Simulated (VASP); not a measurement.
# SiNi3 (Pm-3m) in VASP: a series of runs, part 2 of 2

VASP 6.6.1.

## (3) Relaxation of cell and atoms, PBE+D3(BJ)

Contents of INCAR:

```
  PREC = Accurate
  ENCUT = 600
  EDIFF = 1E-7
  ISMEAR = 0
  SIGMA = 0.1
  LREAL = False
  LASPH = True
  NELM = 100
  ALGO = Fast
  ISIF = 3
  LWAVE = False
  LCHARG = False
  GGA = PE
  IVDW = 12
  IBRION = 2
  NSW = 100
  EDIFFG = -0.01
```

Contents of KPOINTS:

```
Automatic mesh
0
Gamma
  14 14 14
```

Contents of POSCAR:

```
SiNi3
1.0
    3.4637401100      0.0000000000      0.0000000000
    0.0000000000      3.4637401100      0.0000000000
    0.0000000000      0.0000000000      3.4637401100
Si Ni
1 3
Direct
    0.0000000000      0.0000000000      0.0000000000
    0.0000000000      0.5000000000      0.5000000000
    0.5000000000      0.5000000000      0.0000000000
    0.5000000000      0.0000000000      0.5000000000
```

Potentials or basis: VASP PAW PBE potentials, release 64 (Si, Ni).

Launch:

```console
$ cat potpaw_PBE.64/Si/POTCAR potpaw_PBE.64/Ni/POTCAR > POTCAR
$ mpirun -np 1 vasp_std > vasp.out
```

OUTCAR:

```text
PREC = Accurate
   ENCUT = 600
   EDIFF = 1E-7
   ISMEAR = 0
   LREAL = False
   LASPH = True
   NELM = 100
   ISIF = 3
   GGA = PE
   IVDW = 12
   IBRION = 2
   NSW = 100
   EDIFFG = -0.01
 IVDW          = 12

 ion  position               nearest neighbor table
   1  0.000  0.000  0.000-   2 2.45   3 2.45   4 2.45   2 2.45   4 2.45   2 2.45   3 2.45   2 2.45
                             3 2.45   4 2.45   4 2.45   3 2.45
   2  0.000  0.500  0.500-   1 2.45   3 2.45   4 2.45   1 2.45   3 2.45   1 2.45   4 2.45   1 2.45
                             3 2.45   4 2.45   3 2.45   4 2.45
   3  0.500  0.500  0.000-   1 2.45   2 2.45   4 2.45   2 2.45   4 2.45   1 2.45   4 2.45   4 2.45
                             1 2.45   2 2.45   2 2.45   1 2.45
   4  0.500  0.000  0.500-   1 2.45   2 2.45   3 2.45   1 2.45   3 2.45   2 2.45   3 2.45   3 2.45
                             1 2.45   2 2.45   1 2.45   2 2.45

  LATTYP: Found a simple cubic cell.
 ALAT       =     3.4637401100

  Lattice vectors:

 A1 = (   3.4637401100,   0.0000000000,   0.0000000000)
 A2 = (   0.0000000000,   3.4637401100,   0.0000000000)
 A3 = (   0.0000000000,   0.0000000000,   3.4637401100)

Analysis of symmetry for initial positions (statically):
=====================================================================
 Subroutine PRICEL returns:
 Original cell was already a primitive cell.

 Routine SETGRP: Setting up the symmetry group for a
 simple cubic supercell.

 Subroutine GETGRP returns: Found 48 space group operations
 (whereof 48 operations were pure point group operations)
 out of a pool of 48 trial point group operations.

The static configuration has the point symmetry O_h .

Analysis of symmetry for dynamics (positions and initial velocities):
=====================================================================
 Subroutine PRICEL returns:
 Original cell was already a primitive cell.

 Routine SETGRP: Setting up the symmetry group for a
 simple cubic supercell.

 Subroutine GETGRP returns: Found 48 space group operations
 (whereof 48 operations were pure point group operations)
 out of a pool of 48 trial point group operations.

The dynamic configuration has the point symmetry O_h .

 Subroutine INISYM returns: Found 48 space group operations
[... 108 lines left out ...]
   ISYM   =      2    0-nonsym 1-usesym 2-fastsym
   POTIM  = 0.5000    time-step for ionic-motion
   TEBEG  =    0.0;   TEEND  =   0.0 temperature during run
   PSTRESS=    0.0 pullay stress
   NELECT =      34.0000    total number of electrons
   NUPDOWN=      -1.0000    fix difference up-down
   EMIN   =  10.00;   EMAX   =-10.00  energy-range for DOS
   EFERMI =   0.00;   METHOD = LEGACY
   ISMEAR =     0;   SIGMA  =   0.10  broadening in eV -4-tet -1-fermi 0-gaus
   EFERMI_NEDOS =   21; number of points for ismear=-14 and -15
   IALGO  =     68    algorithm
   IMIX   =      4    mixing-type and parameters
     AMIX     =   0.40;   BMIX     =  1.00
     AMIX_MAG =   1.60;   BMIX_MAG =  1.00
  volume/ion in A,a.u.               =      10.39        70.11
  Fermi-wavevector in a.u.,A,eV,Ry     =   1.531167  2.893486 31.898475  2.344472
  Thomas-Fermi vector in A             =   2.638549
   LORBIT       =      0    0 simple, 1 ext, 2 COOP (PROOUT), +10 PAW based schemes
   GGA     = PE    functional components
   LHFCALC =     F    Hartree Fock is set to
   AEXX    =    0.0000 exact exchange contribution
   IVDW    =    12    specifies the selected vdW correction
   LEPSILON=     F    determine dielectric tensor
   LRPA    =     F    only Hartree local field effects (RPA)
 conjugate gradient relaxation of ions
 non-spin polarized calculation
 RMM-DIIS sequential band-by-band and
 Gauss-broadening in eV      SIGMA  =   0.10
  energy-cutoff  :      600.00
  volume of cell :       41.56
 maximum number of plane-waves:      1412
 NGX is ok and might be reduce to    28
   NGX = 13   NGY = 13   NGZ = 13

--------------------------------------- Ionic step        1  -------------------------------------------

 number of electron      33.9999971 magnetization

 Free energy of the ion-electron system (eV)
  ---------------------------------------------------
  ext. energy  EPLUGINS =         0.00000000
  ---------------------------------------------------
  free energy    TOTEN  =       -23.64548290 eV

  energy without entropy =      -23.63572999  energy(sigma->0) =      -23.64060645

------------------------ aborting loop because EDIFF is reached ----------------------------------------

 Edisp (eV)   -2.05176

 E8    (eV) :    -0.8755
[... 75 lines left out ...]
--------------------------------------- Ionic step        3  -------------------------------------------

 number of electron      33.9999971 magnetization

 Free energy of the ion-electron system (eV)
  ---------------------------------------------------
  ext. energy  EPLUGINS =         0.00000000
  ---------------------------------------------------
  free energy    TOTEN  =       -23.64728097 eV

  energy without entropy =      -23.63752099  energy(sigma->0) =      -23.64240098

 E-fermi :  11.1987     XC(G=0): -13.2951

 val. band max:       11.1842494441   @ k =   0.0714   0.0714   0.0714
 cond. band min:      11.2035252086   @ k =   0.0714   0.0714   0.0000
 fundamental gap:      0.0192757646
 Fermi energy:        11.1987368960

 k-point     1 :       0.0000    0.0000    0.0000
  band No.  band energies     occupation
      1      -1.0135      2.00000
      2       6.0976      2.00000
      3       6.9319      2.00000
      4       6.9319      2.00000
      5       7.4761      2.00000
      6       7.4761      2.00000
[... 565 lines left out ...]
     20      14.9192      0.00000
     21      17.2138      0.00000

 [... further k-points ...]

------------------------ aborting loop because EDIFF is reached ----------------------------------------

 Edisp (eV)   -2.04998

 E8    (eV) :    -0.8748
[... 27 lines left out ...]
  FREE ENERGIE OF THE ION-ELECTRON SYSTEM (eV)
  ---------------------------------------------------
  free  energy   TOTEN  =       -25.6972649181 eV

  energy  without entropy=      -25.6875049410  energy(sigma->0) =      -25.69238493

 reached required accuracy - stopping structural energy minimisation
```

OSZICAR:

```text
N       E                     dE             d eps       ncg     rms          rms(c)
DAV:   1     0.215656395850E+03    0.21566E+03   -0.17392E+04  5040   0.243E+03
DAV:   2    -0.152402946227E+02   -0.23090E+03   -0.22305E+03  5040   0.397E+02
DAV:   3    -0.271418155313E+02   -0.11902E+02   -0.11428E+02  5486   0.120E+02
DAV:   4    -0.274097734403E+02   -0.26796E+00   -0.26655E+00  5955   0.158E+01
[... 29 lines left out ...]
RMM:   4    -0.236472811757E+02    0.16846E-04   -0.75321E-05  5042   0.522E-02    0.534E-03
RMM:   5    -0.236472812485E+02   -0.72886E-07   -0.94709E-06  5015   0.382E-02    0.405E-03
RMM:   6    -0.236472811624E+02    0.86159E-07   -0.40288E-06  5014   0.128E-02    0.188E-03
RMM:   7    -0.236472810465E+02    0.11588E-06   -0.11320E-06  4768   0.137E-02    0.134E-03
RMM:   8    -0.236472809678E+02    0.78673E-07   -0.35482E-07  3358   0.593E-03
   3 F= -.25697265E+02 E0= -.25692385E+02  d E =-.246877E-04
```

CONTCAR:

```text
SiNi3
   1.00000000000000
     3.4647061774702204    0.0000000000000000    0.0000000000000000
     0.0000000000000000    3.4647061774702204    0.0000000000000000
    -0.0000000000000000    0.0000000000000000    3.4647061774702204
  Si              Ni
     1     3
Direct
     0.0000000000000000    0.0000000000000000    0.0000000000000000
     0.0000000000000000    0.5000000000000000    0.5000000000000000
     0.5000000000000000    0.5000000000000000    0.0000000000000000
     0.5000000000000000    0.0000000000000000    0.5000000000000000

  0.00000000E+00  0.00000000E+00  0.00000000E+00
  0.00000000E+00  0.00000000E+00  0.00000000E+00
  0.00000000E+00  0.00000000E+00  0.00000000E+00
  0.00000000E+00  0.00000000E+00  0.00000000E+00
```

It took 3.6 min on 1 thread of Intel Xeon Platinum 8488C (Sapphire Rapids), shared host; peak memory 0.25 GiB.

Results:

```
Free energy                            : -25.6973 eV
Relaxed volume                         : 10.40 Å³/atom
Relaxed cell                           : a = 3.465 Å, b = 3.465 Å, c = 3.465 Å, α = 90.00°, β = 90.00°, γ = 90.00°
Space group after relaxing (to 0.05 Å) : Pm-3m (No. 221)
Energy gained by relaxing              : 0.0 meV/atom
Ionic steps                            : 3
Pressure after relaxing                : 0.1 GPa
Band gap on the k mesh                 : none (metal or under the smearing width)
Dispersion energy per atom             : -0.512 eV
```

Final structure:
```
Si Ni
1.0
     3.46471    0.00000    0.00000
     0.00000    3.46471    0.00000
     0.00000    0.00000    3.46471
Si Ni
1 3
Direct
  0.00000 0.00000 0.00000
  0.00000 0.50000 0.50000
  0.50000 0.50000 0.00000
  0.50000 0.00000 0.50000
```

Levels at points of the mesh, in eV from the Fermi level:
| k point | band 15 | band 16 | band 17 | band 18 | band 19 | band 20 |
| --- | --- | --- | --- | --- | --- | --- |
| (0.00, 0.00, 0.00) | -0.65 | -0.31 | 0.04 | 0.04 | 0.04 | 5.16 |
| (0.50, 0.00, 0.00) | -1.20 | -0.58 | 0.04 | 3.74 | 3.74 | 5.36 |
| (0.50, 0.50, 0.00) | -1.17 | -1.07 | -1.00 | 0.69 | 0.69 | 5.81 |
| (0.50, 0.50, 0.50) | -1.31 | -0.46 | -0.21 | -0.21 | -0.21 | 1.36 |

Caveat: pairwise dispersion overbinds metals, which lowers pressure and volume. Spin polarisation is off, so any magnetic state and its effect on volume and gap are missing.

## (4) Single point, PBE+D3(BJ)

Contents of INCAR:

```
SYSTEM = SiNi3
ALGO = Normal ; EDIFF = 1E-7
ENCUT = 520 ; GGA = PE
ISIF = 2 ; ISMEAR = 0
IVDW = 12 ; LASPH = .True.
LCHARG = .False. ; LREAL = .False.
LWAVE = .False. ; NBANDS = 25
NELM = 100 ; PREC = Accurate
SIGMA = 0.1
```

Contents of KPOINTS:

```
k-points
0
Gamma
  6 6 6
  0 0 0
```

POSCAR is that of step 3.

Potentials or basis: VASP PAW PBE potentials, release 64 (Si, Ni).

Launch:

```console
$ cat potpaw_PBE.64/Si/POTCAR potpaw_PBE.64/Ni/POTCAR > POTCAR
$ mpirun -np 1 vasp_std > vasp.out
```

OUTCAR:

```text
SYSTEM = SiNi3
   EDIFF = 1E-7
   ENCUT = 520
   GGA = PE
   ISIF = 2
   ISMEAR = 0
   IVDW = 12
   LASPH = .True.
   LREAL = .False.
   NELM = 100
   PREC = Accurate
 IVDW          = 12

 ion  position               nearest neighbor table
   1  0.000  0.000  0.000-   2 2.45   3 2.45   4 2.45   2 2.45   4 2.45   2 2.45   3 2.45   2 2.45
                             3 2.45   4 2.45   4 2.45   3 2.45
   2  0.000  0.500  0.500-   1 2.45   3 2.45   4 2.45   1 2.45   3 2.45   1 2.45   4 2.45   1 2.45
                             3 2.45   4 2.45   3 2.45   4 2.45
   3  0.500  0.500  0.000-   1 2.45   2 2.45   4 2.45   2 2.45   4 2.45   1 2.45   4 2.45   4 2.45
                             1 2.45   2 2.45   2 2.45   1 2.45
   4  0.500  0.000  0.500-   1 2.45   2 2.45   3 2.45   1 2.45   3 2.45   2 2.45   3 2.45   3 2.45
                             1 2.45   2 2.45   1 2.45   2 2.45

  LATTYP: Found a simple cubic cell.
 ALAT       =     3.4637401100

  Lattice vectors:

 A1 = (   3.4637401100,   0.0000000000,   0.0000000000)
 A2 = (   0.0000000000,   3.4637401100,   0.0000000000)
 A3 = (   0.0000000000,   0.0000000000,   3.4637401100)

Analysis of symmetry for initial positions (statically):
=====================================================================
 Subroutine PRICEL returns:
 Original cell was already a primitive cell.

 Routine SETGRP: Setting up the symmetry group for a
 simple cubic supercell.

 Subroutine GETGRP returns: Found 48 space group operations
 (whereof 48 operations were pure point group operations)
 out of a pool of 48 trial point group operations.

The static configuration has the point symmetry O_h .

Analysis of symmetry for dynamics (positions and initial velocities):
=====================================================================
 Subroutine PRICEL returns:
 Original cell was already a primitive cell.

 Routine SETGRP: Setting up the symmetry group for a
[... 123 lines left out ...]
   IMIX   =      4    mixing-type and parameters
     AMIX     =   0.40;   BMIX     =  1.00
     AMIX_MAG =   1.60;   BMIX_MAG =  1.00
  volume/ion in A,a.u.               =      10.39        70.11
  Fermi-wavevector in a.u.,A,eV,Ry     =   1.531167  2.893486 31.898475  2.344472
  Thomas-Fermi vector in A             =   2.638549
   LORBIT       =      0    0 simple, 1 ext, 2 COOP (PROOUT), +10 PAW based schemes
   GGA     = PE    functional components
   LHFCALC =     F    Hartree Fock is set to
   AEXX    =    0.0000 exact exchange contribution
   IVDW    =    12    specifies the selected vdW correction
   LEPSILON=     F    determine dielectric tensor
   LRPA    =     F    only Hartree local field effects (RPA)
 non-spin polarized calculation
 Gauss-broadening in eV      SIGMA  =   0.10
  energy-cutoff  :      520.00
  volume of cell :       41.56
 maximum number of plane-waves:      1141
 NGX is ok and might be reduce to    28
   NGX = 13   NGY = 13   NGZ = 13

 number of electron      33.9999971 magnetization

 Free energy of the ion-electron system (eV)
  ---------------------------------------------------
  ext. energy  EPLUGINS =         0.00000000
  ---------------------------------------------------
  free energy    TOTEN  =       -23.64442180 eV

  energy without entropy =      -23.63606494  energy(sigma->0) =      -23.64024337

 E-fermi :  11.2253     XC(G=0): -13.2997

 val. band max:       11.1939608290   @ k =   0.5000   0.5000   0.3333
 cond. band min:      11.2483582830   @ k =   0.0000   0.0000   0.0000
 fundamental gap:      0.0543974540
 Fermi energy:        11.2253416423

 k-point     1 :       0.0000    0.0000    0.0000
  band No.  band energies     occupation
      1      -1.0067      2.00000
      2       6.1046      2.00000
      3       6.9400      2.00000
      4       6.9400      2.00000
      5       7.4845      2.00000
      6       7.4845      2.00000
[... 549 lines left out ...]
     24      28.0564      0.00000
     25      28.0564      0.00000

------------------------ aborting loop because EDIFF is reached ----------------------------------------

 Edisp (eV)   -2.05176

 E8    (eV) :    -0.8755

  FORCE on cell =-STRESS in cart. coord.  units (eV):
  Direction    XX          YY          ZZ          XY          YZ          ZX
  --------------------------------------------------------------------------------------
  -------------------------------------------------------------------------------------
  Total       0.08537     0.08537     0.08537     0.00000    -0.00000    -0.00000
  in kB       3.29121     3.29121     3.29121     0.00000    -0.00000    -0.00000
  external pressure =        3.29 kB  Pullay stress =        0.00 kB

 VOLUME and BASIS-vectors are now :
 -----------------------------------------------------------------------------
  energy-cutoff  :      520.00
  volume of cell :       41.56
      direct lattice vectors                 reciprocal lattice vectors
     3.463740110  0.000000000  0.000000000     0.288705263  0.000000000  0.000000000
     0.000000000  3.463740110  0.000000000     0.000000000  0.288705263  0.000000000
     0.000000000  0.000000000  3.463740110     0.000000000  0.000000000  0.288705263

 POSITION                                       TOTAL-FORCE (eV/Angst)
 -----------------------------------------------------------------------------------
      0.00000      0.00000      0.00000         0.000000      0.000000      0.000000
      0.00000      1.73187      1.73187         0.000000      0.000000      0.000000
      1.73187      1.73187      0.00000         0.000000      0.000000      0.000000
      1.73187      0.00000      1.73187         0.000000      0.000000      0.000000
 -----------------------------------------------------------------------------------
    total drift:                                0.000000      0.000000      0.000000

  FREE ENERGIE OF THE ION-ELECTRON SYSTEM (eV)
  ---------------------------------------------------
  free  energy   TOTEN  =       -25.6961791322 eV

  energy  without entropy=      -25.6878222655  energy(sigma->0) =      -25.69200070
```

Run time: 24 s. Hardware: 1 thread of Intel Xeon Platinum 8488C (Sapphire Rapids), shared host; peak memory 0.17 GiB.

What came out:

* Free energy: -25.6962 eV
* Pressure: 0.3 GPa
* Band gap on the k mesh: none (metal or under the smearing width)
* Dispersion energy per atom: -0.513 eV

Levels at points of the mesh, in eV from the Fermi level:
```tsv
k point	band 15	band 16	band 17	band 18	band 19	band 20
(0.00, 0.00, 0.00)	-0.67	-0.32	0.02	0.02	0.02	5.16
(0.50, 0.00, 0.00)	-1.22	-0.60	0.02	3.73	3.73	5.34
(0.50, 0.50, 0.00)	-1.18	-1.08	-1.01	0.68	0.68	5.80
(0.50, 0.50, 0.50)	-1.32	-0.48	-0.23	-0.23	-0.23	1.35
```

Caveat: pairwise dispersion overbinds metals, which lowers pressure and volume.

## (5) The runs side by side

```tsv
task	cell	k mesh	cutoff (eV)	gap on the mesh (eV)	pressure (GPa)
single point	Pm-3m, 10.41 Å³/atom	14 × 14 × 14	520	none	0.0
relaxation of cell and atoms	relaxed	14 × 14 × 14	600	none	0.1
single point	Pm-3m, 10.39 Å³/atom	6 × 6 × 6	520	none	0.3
```

Alike in all rows: level PBE+D3(BJ); potentials or basis VASP PAW PBE potentials, release 64 (Si, Ni); no spin polarisation; smearing gaussian 0.1 eV.

Caveats: pairwise dispersion overbinds metals, which lowers pressure and volume.

Total energies depend on the potentials used, so only differences within one code and one set of settings carry meaning.
